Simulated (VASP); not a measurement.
# Mg2Si: relaxation of cell and atoms with LDA

Mg2Si:

```
Mg Si
1.0
     0.00000    3.16982    3.16982
     3.16982    0.00000    3.16982
     3.16982    3.16982    0.00000
Mg Si
2 1
Direct
  0.25000 0.25000 0.25000
  0.75000 0.75000 0.75000
  0.00000 0.00000 0.00000
```

The cell is a database's computed one.

```yaml
Program: VASP 6.6.1
Task: relaxation of cell and atoms
Functional: LDA
Potentials_or_basis: VASP PAW LDA potentials, release 64 (Mg, Si)
Cutoff: 600 eV
k_mesh: 10 × 10 × 10
Occupations: gaussian, width 0.1 eV
Spin: no spin polarisation
Further_INCAR_settings: ALGO = Fast; EDIFF = 1e-07; IBRION = 2; EDIFFG = -0.005; NSW = 90; ISIF = 3
```

| Property | Result |
| --- | --- |
| Relaxed volume | 20.35 Å³/atom |
| Relaxed cell | a = 4.419 Å, b = 4.419 Å, c = 4.419 Å, α = 60.00°, β = 60.00°, γ = 60.00° |
| Space group after relaxing (to 0.05 Å) | Fm-3m (No. 225) |
| Energy gained by relaxing | 6.8 meV/atom |
| Ionic steps | 3 |
| Pressure after relaxing | 0.0 GPa |
| Band gap on the k mesh | 0.11 eV, indirect (least direct gap 2.03 eV) |

Step by step:
```csv
step,energy change (eV),largest force (eV/Å),pressure (GPa),volume (Å³)
1,0.0000,0.0000,-2.35,63.70
2,-0.0202,0.0000,0.17,60.87
3,-0.0203,0.0000,0.00,61.04
```

Final structure:
```xyz
3
Lattice="0.0000 3.1250 3.1250 3.1250 0.0000 3.1250 3.1250 3.1250 0.0000" Properties=species:S:1:pos:R:3 pbc="T T T"
Mg    1.5625    1.5625    1.5625
Mg    4.6875    4.6875    4.6875
Si    0.0000    0.0000    0.0000
```

Levels at points of the mesh, in eV from the valence-band top:
| k point | band 1 | band 2 | band 3 | band 4 | band 5 | band 6 | band 7 | band 8 |
| --- | --- | --- | --- | --- | --- | --- | --- | --- |
| (0.00, 0.00, 0.00) | -9.33 | 0.00 | 0.00 | 0.00 | 2.03 | 2.57 | 2.57 | 2.57 |
| (0.50, 0.00, 0.00) | -7.81 | -4.94 | -0.72 | -0.72 | 1.33 | 2.54 | 2.54 | 5.04 |
| (0.50, 0.50, 0.00) | -7.22 | -4.59 | -2.02 | -2.02 | 0.11 | 0.38 | 8.10 | 8.10 |

Run time: 24 s on 1 thread of Intel(R) Xeon(R) 6975P-C (Granite Rapids), with other jobs on the host, peak memory 0.2 GiB.

A k mesh can miss the band edges. A hybrid or GW would open this gap; LDA tends to underestimate it.
